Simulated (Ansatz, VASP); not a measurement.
CoSn in VASP and in Ansatz

```
Co Sn
1.0
     5.24329    0.00000    0.00000
    -2.62164    4.54082    0.00000
     0.00000    0.00000    4.18415
Co Sn
3 3
Direct
  0.00000 0.50000 0.00000
  0.50000 0.50000 0.00000
  0.50000 0.00000 0.00000
  0.66667 0.33333 0.50000
  0.33333 0.66667 0.50000
  0.00000 0.00000 0.00000
```

Alike in both runs: functional r2SCAN; k mesh 9 × 9 × 8; occupations gaussian, width 0.1 eV; no spin polarisation.

Ansatz relaxed the structure, and its values are those at the end. VASP's run is a single point on that final structure, the one shown.

|  | VASP | Ansatz |
| --- | --- | --- |
| version | VASP 6.6.1 | Ansatz 0.2.0 |
| potentials or method | VASP PAW PBE potentials, release 64 (Co, Sn_d) | scalar-relativistic, plane waves, PAW |
| plane-wave cutoff (eV) | 520 | 500 |
| valence electrons in the cell | 69 | 93 |

|  | VASP | Ansatz | Ansatz less VASP |
| --- | --- | --- | --- |
| gap on the k mesh at the Fermi level (eV) | none | none | - |
| pressure (GPa) | 0.2 | 0.0 | -0.26 |

A gap of «none» marks a metal or a gap that the smearing closes. The functional is the same, so the differences come from potentials, cutoffs and numerics. The two sets of potentials don't hold the same shells in valence.

Caveats: the PAW data sets were made with another functional, which shifts forces and pressure a little (VASP). Spin polarisation is off, so any magnetic state and its effect on volume and gap are missing.
